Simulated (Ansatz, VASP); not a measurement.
# As: VASP beside Ansatz

```
As
1.0
     2.65550    0.00000    0.00000
     0.00000    2.65550    0.00000
     0.00000    0.00000    2.65550
As
1
Direct
  0.00000 0.00000 0.00000
```

Alike in both runs: task single point; functional PBEsol; k mesh 13 × 13 × 13; occupations fermi-dirac, width 0.1 eV; no spin polarisation.

|  | VASP | Ansatz |
| --- | --- | --- |
| version | VASP 6.6.1 | Ansatz 0.2.0 |
| potentials or method | VASP PAW PBE potentials, release 64 (As) | plane waves (420 eV) with PAW, scalar-relativistic |
| plane-wave cutoff (eV) | 520 | 420 |
| valence electrons in the cell | 5 | 15 |

Ansatz gave:

```
pressure (GPa) : 4.0
```

What did VASP give for the same quantities?

Pressure (GPa): 4.4.

The two sets of potentials don't hold the same shells in valence. Ansatz warned: «pseudo_functional_mismatch».

Caveats: the PAW data sets were made with another functional, which shifts forces and pressure a little (VASP).
